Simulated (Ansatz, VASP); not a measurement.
Two plane-wave programs on ScAl3

```
Sc Al
1.0
     4.07130    0.00000    0.00000
     0.00000    4.07130    0.00000
     0.00000    0.00000    4.07130
Sc Al
1 3
Direct
  0.00000 0.00000 0.00000
  0.50000 0.00000 0.50000
  0.00000 0.50000 0.50000
  0.50000 0.50000 0.00000
```

The cell is a database's computed one.

Alike in both runs: task single point; functional PBEsol; k mesh 14 × 14 × 14; occupations gaussian, width 0.15 eV; no spin polarisation.

|  | VASP | Ansatz |
| --- | --- | --- |
| version | VASP 6.6.1 | Ansatz 0.2.0 |
| potentials or method | VASP PAW PBE potentials, release 64 (Sc_sv, Al) | scalar-relativistic, plane waves, PAW |
| plane-wave cutoff (eV) | 520 | 420 |
| valence electrons in the cell | 20 | 20 |

|  | VASP | Ansatz | Ansatz less VASP |
| --- | --- | --- | --- |
| gap on the k mesh at the Fermi level (eV) | none | none | - |
| pressure (GPa) | 0.0 | 0.0 | +0.04 |

A gap of «none» marks a metal or a gap that the smearing closes. With one functional, cell and mesh, what is left measures potentials, basis and numerics.

Caveats: the PAW data sets were made with another functional, which shifts forces and pressure a little (VASP).
